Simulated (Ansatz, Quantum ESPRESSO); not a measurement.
Given: the input of a run of Quantum ESPRESSO 7.5 on TiSi2. Atoms were shifted at random by some hundredths of an Å from the given cell, which wasn't relaxed again for these runs. The cell comes from a database or a generator and needn't be the stable form of this composition.

The input pw.in:

```
&CONTROL
  calculation = 'scf'
  prefix = 'pwscf'
  outdir = './tmp'
  pseudo_dir = './pseudo'
  tprnfor = .true.
  tstress = .true.
  disk_io = 'nowf'
/
&SYSTEM
  ibrav = 0
  nat = 3
  ntyp = 2
  ecutwfc = 45
  ecutrho = 360
  nbnd = 16
  occupations = 'smearing'
  smearing = 'fd'
  degauss = 0.00367493
/
&ELECTRONS
  conv_thr = 6d-10
  electron_maxstep = 120
  mixing_beta = 0.5
/
ATOMIC_SPECIES
Ti    47.8670 ti_pbesol_v1.4.uspp.F.UPF
Si    28.0850 si_pbesol_v1.uspp.F.UPF
CELL_PARAMETERS angstrom
  -1.4728720000    1.7121300000    4.2120830000
   1.4728720000   -1.7121300000    4.2120830000
   1.4728720000    1.7121300000   -4.2120830000
ATOMIC_POSITIONS crystal
Ti    -0.0063720000    0.0024430000    0.0062930000
Si     0.6832990000    0.6675750000    0.0141150000
Si     0.3370530000    0.3154850000   -0.0051230000
K_POINTS automatic
12 12 12 0 0 0
```

Potentials or basis: GBRV 1.5 PBEsol.

The run is started by

```sh
$ OMP_NUM_THREADS=1 mpirun -n 2 pw.x -nk 2 -in pw.in > pw.out
```

Set up the same calculation for Ansatz 0.2.0. Potentials or basis there: all-electron LAPW, scalar-relativistic.

As run (cutoffs and basis follow the program's own potentials, and thresholds, step limits or extra output files can differ):

Contents of input.yaml:

```yaml
crystal:
  lattice:
    - [-1.472872, 1.71213, 4.212083]
    - [1.472872, -1.71213, 4.212083]
    - [1.472872, 1.71213, -4.212083]
  atoms:
    - { symbol: Ti, position: [-0.006372, 0.002443, 0.006293] }
    - { symbol: Si, position: [0.683299, 0.667575, 0.014115] }
    - { symbol: Si, position: [0.337053, 0.315485, -0.005123] }
kpoints:
  mp_grid: { grid: [12, 12, 12] }
scf:
  occupations: { method: fermi_dirac, width: 0.05 }
hamiltonian:
  xc: pbesol
  pseudopotentials: { kind: all_electron, lapw: { basis_error: 0.001 } }
output:
  forces: true
  stress: true
  eigenvalues: true
  populations: true
```

Potentials or basis: all-electron LAPW, scalar-relativistic.

Command:

```bash
$ ansatz run input.yaml --threads 2 --pin off --max-ram 8192MiB --backend cpu --events-out ev --progress --plain --runs-dir out
```

Both were run:

|  | Quantum ESPRESSO | Ansatz |
| --- | --- | --- |
| Pressure | -3.4 GPa | -3.4 GPa |
| Largest force | 0.523 eV/Å | 0.523 eV/Å |

Where Ansatz's input types no cutoff or centring, it takes its own default and a Γ-centred mesh.

Pressure is positive in compression.
